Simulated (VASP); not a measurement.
## SiC (ordered alloy on diamond lattice): gaps by functional in VASP

```xyz
4
Lattice="1.5416 0.8900 5.3212 -1.5416 0.8900 5.3212 0.0000 -1.7801 5.3212" Properties=species:S:1:pos:R:3 pbc="T T T"
C     0.0000    0.0000    7.1707
Si    0.0000    0.0000   14.7740
Si    0.0000    0.0000    1.1897
C     0.0000    0.0000    8.7929
```

All runs share this cell. Band v is the last that the valence electrons fill when counted band by band, and c is the next. A negative gap between them is a band overlap, as in a metal.

```json
{"level": "PBE", "gap (eV)": "0.49", "least direct gap (eV)": "1.81", "pressure (GPa)": "2.5"}
{"level": "r²SCAN", "gap (eV)": "0.70", "least direct gap (eV)": "2.12", "pressure (GPa)": "-0.2"}
{"level": "LDA", "gap (eV)": "0.47", "least direct gap (eV)": "1.77", "pressure (GPa)": "-4.3"}
{"level": "PBEsol", "gap (eV)": "0.38", "least direct gap (eV)": "1.70", "pressure (GPa)": "-0.5"}
```
